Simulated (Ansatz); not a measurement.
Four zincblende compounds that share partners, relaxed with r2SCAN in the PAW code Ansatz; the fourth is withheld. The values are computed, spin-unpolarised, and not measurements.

```tsv
solid	a (Å)
HgS	5.930
HgSe	6.185
ZnS	5.388
```

Question: If bond lengths are sums of radii, what lattice constant follows for ZnSe?

Answer: a(ZnSe) ≈ a(HgSe) + a(ZnS) − a(HgS) = 6.185 + 5.388 − 5.930 = 5.643 Å. The relaxed cell has 5.665 Å, +0.4 % from the sum: the rule holds well here.

Question: How much does a change of partner add, in either pair?

Answer: HgS → HgSe: +0.255 Å, and ZnS → ZnSe: +0.277 Å; HgS → ZnS: -0.542 Å, and HgSe → ZnSe: -0.520 Å. Fixed radii would make each pair equal; they differ by 0.022 Å.
